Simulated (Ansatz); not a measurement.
The system is CdTe.

```
Te Cd
1.0
     0.00000    3.20500    3.20500
     3.20500    0.00000    3.20500
     3.20500    3.20500    0.00000
Te Cd
1 1
Direct
  0.75000 0.75000 0.75000
  0.00000 0.00000 0.00000
```

Program: Ansatz 0.2.0. Alike in all runs: no spin polarisation; cell as given; k mesh 7 × 7 × 7. Hardware: 2 threads of Arm Neoverse V1, on a shared host.

**Question.** Order these runs on this cell by their wall time, lowest first.
A. task Born charges and dielectric tensor; level r2SCAN; potentials or basis Ansatz PAW; cutoff (eV) 500; smearing fixed
B. task band structure; level revPBE; potentials or basis Ansatz PAW; cutoff (eV) 420; smearing fermi-dirac 0.05 eV; points for each segment of the path 14
C. task band structure; level LDA; potentials or basis PseudoDojo standard (LDA files); cutoff (eV) 1388; smearing fermi-dirac 0.05 eV; points for each segment of the path 14

**Answer.** B (9.9 s), C (29 s), A (150 s).

Runs at the PBE level aren't shown here.
